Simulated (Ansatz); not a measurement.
# Cu36O slab: levels of theory, part 2 of 2

Aim: for Cu36O slab, compare levels of theory; the runs are relaxing the atoms, phonons and single point.

Ansatz 0.2.0; DFT PBE, scalar-relativistic, plane waves, PAW, and further levels as typed in the inputs.

## (6) Single point: PBE+D3(BJ)

It takes the final geometry of step 2.

input.yaml reads:

```yaml
crystal:
  lattice:
    - [7.668573042, 0.0, 0.0]
    - [3.834286521, 6.6411790651, 0.0]
    - [0.0, 0.0, 23.2613636694]
  atoms:
    - { symbol: Cu, position: [0.0, 0.0, 0.3654127987] }
    - { symbol: Cu, position: [0.3333333333, 0.0, 0.3654127987] }
    - { symbol: Cu, position: [0.6666666667, 0.0, 0.3654127987] }
    - { symbol: Cu, position: [0.0, 0.3333333333, 0.3654127987] }
    - { symbol: Cu, position: [0.3333333333, 0.3333333333, 0.3654127987] }
    - { symbol: Cu, position: [0.6666666667, 0.3333333333, 0.3654127987] }
    - { symbol: Cu, position: [0.0, 0.6666666667, 0.3654127987] }
    - { symbol: Cu, position: [0.3333333333, 0.6666666667, 0.3654127987] }
    - { symbol: Cu, position: [0.6666666667, 0.6666666667, 0.3654127987] }
    - { symbol: Cu, position: [0.1111111111, 0.1111111111, 0.4551375996] }
    - { symbol: Cu, position: [0.4444444444, 0.1111111111, 0.4551375996] }
    - { symbol: Cu, position: [0.7777777778, 0.1111111111, 0.4551375996] }
    - { symbol: Cu, position: [0.1111111111, 0.4444444444, 0.4551375996] }
    - { symbol: Cu, position: [0.4444444444, 0.4444444444, 0.4551375996] }
    - { symbol: Cu, position: [0.7777777778, 0.4444444444, 0.4551375996] }
    - { symbol: Cu, position: [0.1111111111, 0.7777777778, 0.4551375996] }
    - { symbol: Cu, position: [0.4444444444, 0.7777777778, 0.4551375996] }
    - { symbol: Cu, position: [0.7777777778, 0.7777777778, 0.4551375996] }
    - { symbol: Cu, position: [-0.1144151764, 0.2238742549, 0.5446008554] }
    - { symbol: Cu, position: [0.2238742549, 0.2238742549, 0.5446008554] }
    - { symbol: Cu, position: [0.5549521515, 0.2234290304, 0.544951242] }
    - { symbol: Cu, position: [-0.1104752665, 0.5542838664, 0.5438036891] }
    - { symbol: Cu, position: [0.2234290304, 0.5549521515, 0.544951242] }
    - { symbol: Cu, position: [0.5549521515, 0.5549521515, 0.544951242] }
    - { symbol: Cu, position: [-0.1104752665, 0.8895247335, 0.5438036891] }
    - { symbol: Cu, position: [0.2238742549, 0.8855848236, 0.5446008554] }
    - { symbol: Cu, position: [0.5542838664, 0.8895247335, 0.5438036891] }
    - { symbol: Cu, position: [0.0003705392, 0.0003705392, 0.6320733965] }
    - { symbol: Cu, position: [0.332592255, 0.0003705392, 0.6320733965] }
    - { symbol: Cu, position: [0.6689624974, -0.0045916615, 0.632320528] }
    - { symbol: Cu, position: [0.0003705392, 0.332592255, 0.6320733965] }
    - { symbol: Cu, position: [0.3281655253, 0.3281655253, 0.6373247965] }
    - { symbol: Cu, position: [0.6770022828, 0.3281655253, 0.6373247965] }
    - { symbol: Cu, position: [-0.0045916615, 0.6689624974, 0.632320528] }
    - { symbol: Cu, position: [0.3281655253, 0.6770022828, 0.6373247965] }
    - { symbol: Cu, position: [0.6689624974, 0.6689624974, 0.632320528] }
    - { symbol: O, position: [0.4444444444, 0.4444444444, 0.684282304] }
scf:
  occupations: { method: gaussian, width: 0.1 }
output:
  forces: true
hamiltonian:
  xc: pbe
  dispersion: d3bj
kpoints:
  mp_grid: { grid: [4, 4, 1] }
efield:
  axis: 3
  dipole_correction: true
```

Run with:

```
ansatz run input.yaml --threads 8 --pin off --max-ram 22528MiB --backend cpu --events-out ev --progress --plain --runs-dir out
```

The log of the run (excerpt; [...] marks lines left out):

```text
Warning: RAYON_NUM_THREADS=8 ignored (pool sized by the plan → 8); use --threads N
[...]
Pseudopotentials: kind: paw
Pseudopotential: Cu, paw, valence charge 19, recommended cutoff 420 eV (normal), Cu.paw.azcp
Pseudopotential: O, paw, valence charge 6, recommended cutoff 420 eV (normal), O.paw.azcp
Functional definition: PBE
[...]
Crystal: 37 atoms, lattice volume = 1184.663 Å³
Basis set: ecut = 420 eV, 23111 PW (Γ), exchange–correlation on 108×108×320 points (8 copies of the dense FFT grid, shifted against one another)
Bands: 382, of which v1, the nominal top of the filled ones, is band 345 counted from 1 (344 counted from 0)
Symmetry: 6 space group operations
Space group: P3m1 (ITA 156), of the structure as read, at distance tolerance 1.1e-4 Å
k-points: 4 of 16 (time reversal used)
[...]
SCF converged after 12 iterations
Free energy (F): -239079.939608 eV
[...]
E sigma→0 (E₀):  -239079.891963 eV
Entropy (-TS):   -0.095290 eV (-2.575 meV/atom)
Fermi energy:    2.907110 eV
Dipole field:    D = -0.017807 V/Å  (p = -0.116578 e·Å, saw-weighted, corrected)
Work function:   Φ+ = 5.2172 eV   Φ− = 4.8030 eV
Levels:          The Fermi level and band energies are counted from a zero that moves with the ramp; work functions are not
[...]
--- Forces (eV/Å), atoms counted from 1 ---
  atom   1  Cu     0.00248442     0.00143438     0.18940551
  atom   2  Cu    -0.00248442     0.00143438     0.18940551
  atom   3  Cu     0.00000000     0.00523842     0.18965190
  atom   4  Cu     0.00000000    -0.00286876     0.18940551
  atom   5  Cu     0.01800851     0.01039722     0.19100599
  atom   6  Cu    -0.01800851     0.01039722     0.19100599
  atom   7  Cu     0.00453661    -0.00261921     0.18965190
  atom   8  Cu     0.00000000    -0.02079443     0.19100599
[...]
```

Run time: 38 s. Hardware: 8 threads of Intel Xeon Platinum 8259CL at 2.50GHz (Skylake/Cascade Lake), shared host; peak memory 6.5 GiB.

## (7) Single point: r2SCAN

It takes the final geometry of step 2.

input.yaml, as its differences from that of step 6:

```diff
@@ -48,4 +48,3 @@
 hamiltonian:
-  xc: pbe
-  dispersion: d3bj
+  xc: r2scan
 kpoints:
```

Run with:

```
ansatz run input.yaml --threads 8 --pin off --max-ram 22528MiB --backend cpu --events-out ev --progress --plain --runs-dir out
```

The log of the run (excerpt; [...] marks lines left out):

```text
Warning: RAYON_NUM_THREADS=8 ignored (pool sized by the plan → 8); use --threads N
[...]
Pseudopotentials: kind: paw
Pseudopotential: Cu, paw, valence charge 19, recommended cutoff 500 eV (meta_gga), Cu.paw.azcp
Pseudopotential: O, paw, valence charge 6, recommended cutoff 500 eV (meta_gga), O.paw.azcp
Functional definition: r2SCAN
[...]
Crystal: 37 atoms, lattice volume = 1184.663 Å³
Basis set: ecut = 500 eV, 29941 PW (Γ), exchange–correlation on 240×240×720 points (64 copies of the dense FFT grid, shifted against one another)
Bands: 382, of which v1, the nominal top of the filled ones, is band 345 counted from 1 (344 counted from 0)
Symmetry: 6 space group operations
Space group: P3m1 (ITA 156), of the structure as read, at distance tolerance 1.1e-4 Å
k-points: 4 of 16 (time reversal used)
[...]
SCF converged after 14 iterations
Free energy (F): -239282.077970 eV
[...]
E sigma→0 (E₀):  -239282.033813 eV
Entropy (-TS):   -0.088314 eV (-2.387 meV/atom)
Fermi energy:    2.805125 eV
Dipole field:    D = -0.019033 V/Å  (p = -0.124605 e·Å, saw-weighted, corrected)
Work function:   Φ+ = 5.2693 eV   Φ− = 4.8266 eV
Levels:          The Fermi level and band energies are counted from a zero that moves with the ramp; work functions are not
[...]
--- Forces (eV/Å), atoms counted from 1 ---
  atom   1  Cu     0.00418501     0.00241622     0.27681001
  atom   2  Cu    -0.00418501     0.00241622     0.27681001
  atom   3  Cu     0.00000000     0.00560665     0.28170438
  atom   4  Cu     0.00000000    -0.00483243     0.27681001
  atom   5  Cu     0.01883429     0.01087398     0.28153622
  atom   6  Cu    -0.01883429     0.01087398     0.28153622
  atom   7  Cu     0.00485550    -0.00280332     0.28170438
  atom   8  Cu    -0.00000000    -0.02174797     0.28153622
[...]
```

Wall time 94 s (8 threads of Intel Xeon Platinum 8259CL at 2.50GHz (Skylake/Cascade Lake), shared host); peak memory 9.9 GiB.

## (8) The runs side by side

What follows sums up all 2 parts.

| step | level | energy (eV) | gap on the mesh (eV) | time |
| --- | --- | --- | --- | --- |
| 2 | PBE | -239064.273 | 0.00 | 4.3 min |
| 4 | LDA | -236547.442 | n/a | 43 s |
| 5 | RPBE | -239253.919 | n/a | 41 s |
| 6 | PBE+D3(BJ) | -239079.892 | n/a | 38 s |
| 7 | r2SCAN | -239282.034 | n/a | 94 s |

Totals of different systems or levels have different zeros; only balanced differences at one level mean anything.

```
            quantity               value
local modes (step 3)  364, 364, 443 cm⁻¹
```

The modes of step 3 move 1 of the 37 atoms alone, the rest held, so they are local, harmonic estimates and the soft ones are least sound. The final runs have no spin polarisation, so no magnetic state was tried and one may lie lower.
